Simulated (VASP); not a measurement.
**MoSe2: relaxation of shape and atoms at fixed volume with LDA**

Crystal: MoSe2.

```xyz
6
Lattice="3.2946 0.0000 0.0000 -1.6473 2.8532 0.0000 0.0000 0.0000 12.9064" Properties=species:S:1:pos:R:3 pbc="T T T"
Mo    0.0000    1.9021    3.2266
Mo    1.6473    0.9511    9.6798
Se    0.0000    1.9021    7.9975
Se    1.6473    0.9511    1.5443
Se    0.0000    1.9021   11.3621
Se    1.6473    0.9511    4.9089
```

The cell isn't the ideal one: a relaxed cell with its volume scaled by 1.04.

| Property | Result |
| --- | --- |
| Program | VASP 6.6.1 |
| Task | relaxation of shape and atoms at fixed volume |
| Functional | LDA |
| Potentials or basis | VASP PAW LDA potentials, release 64 (Mo_sv, Se) |
| Cutoff | 600 eV |
| k mesh | 9 × 9 × 2 |
| Occupations | gaussian, width 0.03 eV |
| Spin | no spin polarisation |
| Further INCAR settings | ALGO = Normal; EDIFF = 1e-07; IBRION = 2; EDIFFG = -0.01; NSW = 40; ISIF = 4 |

```
Energy gained by relaxing : 9.6 meV/atom
Ionic steps               : 8
Pressure after relaxing   : -1.2 GPa
Band gap on the k mesh    : 0.98 eV, indirect (least direct gap 1.50 eV)
```

Step by step:
| step | energy change (eV) | largest force (eV/Å) | pressure (GPa) |
| --- | --- | --- | --- |
| 1 | 0.0000 | 0.5825 | -5.10 |
| 2 | -0.0344 | 0.0608 | -2.83 |
| 3 | -0.0344 | 0.0613 | -2.83 |
| 4 | -0.0492 | 0.0299 | -2.17 |
| 5 | -0.0573 | 0.0153 | -1.16 |
| 6 | -0.0573 | 0.0167 | -1.12 |
| 7 | -0.0574 | 0.0110 | -1.24 |
| 8 | -0.0574 | 0.0005 | -1.19 |

Final structure:
```yaml
crystal:
  lattice:
    - [3.26472, 0.00000, 0.00000]
    - [-1.63236, 2.82733, 0.00000]
    - [0.00000, 0.00000, 13.14372]
  atoms:
    - { symbol: Mo, position: [0.33333, 0.66667, 0.25000] }
    - { symbol: Mo, position: [0.66667, 0.33333, 0.75000] }
    - { symbol: Se, position: [0.33333, 0.66667, 0.62383] }
    - { symbol: Se, position: [0.66667, 0.33333, 0.12383] }
    - { symbol: Se, position: [0.33333, 0.66667, 0.87617] }
    - { symbol: Se, position: [0.66667, 0.33333, 0.37617] }
```

Levels at points of the mesh, in eV from the valence-band top:
```csv
k point,band 24,band 25,band 26,band 27,band 28,band 29
"(0.00, 0.00, 0.00)",-1.10,-0.91,0.00,2.64,2.64,2.69
"(0.00, 0.00, 0.50)",-1.46,-0.21,-0.21,2.65,2.65,2.65
```

Run time: 2.1 min on 2 MPI ranks on AMD EPYC 9R45 96-Core Processor (Zen 5), with other jobs on the host, peak memory 0.25 GiB a rank.

Caveat: an odd mesh through Γ misses points on the zone boundary, where band edges often lie.
